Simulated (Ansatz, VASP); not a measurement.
# BN: VASP beside Ansatz

The input INCAR:

```
SYSTEM = BN
ALGO = Normal
EDIFF = 1E-6
ENCUT = 520
ISIF = 2
ISMEAR = 0
LASPH = .True.
LCHARG = .False.
LREAL = .False.
LWAVE = .False.
NBANDS = 16
NELM = 100
PREC = Accurate
SIGMA = 0.01
```

KPOINTS

```
k-points
0
Gamma
  9 9 4
  0 0 0
```

Contents of POSCAR:

```
BN
1.0
    2.5439500013      0.0000000000      0.0000000000
   -1.2719750007      2.2031253271      0.0000000000
    0.0000000000      0.0000000000      4.2078153363
B N
2 2
Direct
    0.3333333333      0.6666666667      0.0002034648
    0.6666666667      0.3333333333      0.5002034648
    0.3333333333      0.6666666667      0.3747965352
    0.6666666667      0.3333333333      0.8747965352
```

Input for Ansatz:

```yaml
crystal:
  lattice:
    - [2.5439500013, 0.0, 0.0]
    - [-1.2719750007, 2.2031253271, 0.0]
    - [0.0, 0.0, 4.2078153363]
  atoms:
    - { symbol: B, position: [0.3333333333, 0.6666666667, 0.0002034648] }
    - { symbol: B, position: [0.6666666667, 0.3333333333, 0.5002034648] }
    - { symbol: "N", position: [0.3333333333, 0.6666666667, 0.3747965352] }
    - { symbol: "N", position: [0.6666666667, 0.3333333333, 0.8747965352] }
kpoints:
  mp_grid: { grid: [9, 9, 4] }
hamiltonian:
  xc: lda
scf:
  occupations: { method: fixed }
  n_extra_bands: 5
output:
  forces: true
  stress: true
  eigenvalues: true
```

Alike in both runs: task single point; functional LDA; k mesh 9 × 9 × 4; no spin polarisation.

```csv
,VASP,Ansatz
version,VASP 6.6.1,Ansatz 0.2.0
potentials or method,"VASP PAW LDA potentials, release 64 (B, N)",plane waves
plane-wave cutoff (eV),520,420
occupations,"gaussian, width 0.01 eV",fixed
valence electrons in the cell,16,16
```

|  | VASP | Ansatz | Ansatz less VASP |
| --- | --- | --- | --- |
| gap on the k mesh at the Fermi level (eV) | 4.96 | 4.98 | +0.026 |
| pressure (GPa) | -8.4 | -9.3 | -0.89 |
| largest component of the traceless stress (GPa) | 0.12 | 0.15 | +0.025 |

Caveats: an odd mesh through Γ misses points on the zone boundary, where band edges often lie. Expect the measured gap to be larger: semilocal functionals such as LDA lack the derivative discontinuity.
